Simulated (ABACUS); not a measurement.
The system is La.

```xyz
2
Lattice="3.7500 0.0000 0.0000 -1.8750 3.2476 0.0000 0.0000 0.0000 6.0700" Properties=species:S:1:pos:R:3 pbc="T T T"
La    1.8750    1.0825    4.5525
La    0.0000    2.1651    1.5175
```

This isn't the form of La at room conditions, which is double hcp.

Base run:

```yaml
Program: ABACUS 3.10.1
Functional: AM05
Potentials_or_basis: GBRV ultrasoft 1.5 PBEsol
Cutoff: 544 eV
Density_cutoff: 4354 eV
Basis: plane waves
k_mesh: 6 × 6 × 4
Occupations: fermi-dirac, width 0.05 eV
Spin: no spin polarisation
```

Its results: band gap on the k mesh none (metal or under the smearing width); pressure -0.8 GPa.

Task: The run is repeated on the same cell with these changes: functional from AM05 to BP86; potentials or basis from GBRV ultrasoft 1.5 PBEsol to PseudoDojo NC SR 0.4.1 PBE standard; cutoff from 544 eV to 1510 eV; density cutoff from 4354 eV to 6041 eV. What comes out?

Result: Band gap on the k mesh none (metal or under the smearing width); pressure 0.3 GPa.

Caveats: the potentials were made for another functional, which shifts forces and pressure.
